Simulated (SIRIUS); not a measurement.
Runs of SIRIUS 7.10.0 on MgB2. It takes space group P6/mmm (No. 191, hexagonal). Conventional cell: a = 3.085 Å, b = 3.085 Å, c = 3.523 Å, α = 90.00°, β = 90.00°, γ = 120.00°. Mg (site symmetry 6/mmm) has 12 B at 2.51 Å as nearest neighbours. B (site symmetry -6m2) is surrounded by 3 B at 1.78 Å. 

```tsv
level	potentials or basis	cell	cutoff (eV)	radial cutoff for the potentials' integrals	gap on the mesh (eV)	pressure (GPa)
PBE	GBRV 1.5 PBE (ultrasoft)	as given	557	-	none	-1.1
PBE	JTH 2.0 PBE (PAW)	as given	557	-	none	-0.4
PBE	PseudoDojo 0.5 PBE standard (scalar relativistic)	as given	1152	6.5 bohr	none	-0.9
PBE	in-house norm-conserving set, PBE (scalar relativistic)	as given	1152	6.5 bohr	none	-0.9
PBE	SG15 1.2 PBE (norm-conserving)	as given	1152	6.5 bohr	none	(a)
PBEsol	PseudoDojo 0.4.1 PBEsol standard (scalar relativistic)	atoms moved at random, drawn with an rms of 0.05 Å	1152	6.5 bohr	none	-2.4
PBE	SSSP 1.3.0 PBE efficiency	as given	828	-	none	-1.4
PBE	PseudoDojo 0.4.1 PBE standard (scalar relativistic)	as given	1152	6.5 bohr	none	-0.9
```

Alike in all rows: task single point; no spin polarisation; k mesh 10 × 10 × 8; smearing fermi-dirac 0.05 eV.

Task: Estimate the missing entries.

Result: (a) -1.7.

A gap of «none» marks a metal or a gap under the smearing width.

The runs don't all hold the same shells in valence.
